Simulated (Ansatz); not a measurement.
## Equation of state of ZnAu

```
CELL_PARAMETERS angstrom
3.14700 0.00000 0.00000
0.00000 3.14700 0.00000
0.00000 0.00000 3.14700
ATOMIC_POSITIONS crystal
Zn 0.50000 0.50000 0.50000
Au 0.00000 0.00000 0.00000
```

The cell is COD entry 1510322, as deposited and not checked against the literature; nothing was relaxed.

No spin–orbit coupling, which matters for the heavy atoms here.

All numbers are computed: DFT, PBE, all-electron LAPW, scalar-relativistic (Ansatz 0.2.0); DFT, PBE, PAW with Ansatz's default frozen-core files, scalar-relativistic (Ansatz 0.2.0).

For LAPW: a Γ-centred 13×13×13 k mesh, Fermi–Dirac smearing of 0.05 eV, basis error target 0.5 meV/atom, no spin polarisation. PAW takes a cutoff of 420 eV at this cell. The Ansatz runs share mesh, smearing and spin set-up. Plane-wave (PAW) pressures include the program's estimate of the Pulay term.

The cell above is scaled evenly, with fractional coordinates and shape held.

| V/V(cell) | V (Å³/atom) | P, LAPW (GPa) | P, PAW (GPa) |
| --- | --- | --- | --- |
| 0.9405 | 14.656 | 15.15 | 15.15 |
| 0.9700 | 15.116 | ? | ? |
| 1.0000 | 15.583 | 4.87 | 4.86 |
| 1.0300 | 16.051 | 0.96 | 0.94 |
| 1.0600 | 16.518 | -2.28 | -2.30 |

Fill in the row V/V(cell) = 0.9700.

P, LAPW (GPa) = 9.58, P, PAW (GPa) = 9.58.

What do Birch–Murnaghan fits to the pressures give?

LAPW: V0 = 16.18 Å³/atom, B0 = 117 GPa, B0′ = 5.5; PAW: V0 = 16.18 Å³/atom, B0 = 117 GPa, B0′ = 5.5.

PAW's V0 lies -0.01 % from the all-electron value and its B0 0.2 %. Symmetry fixes shape and coordinates here, so this is the relaxed modulus.
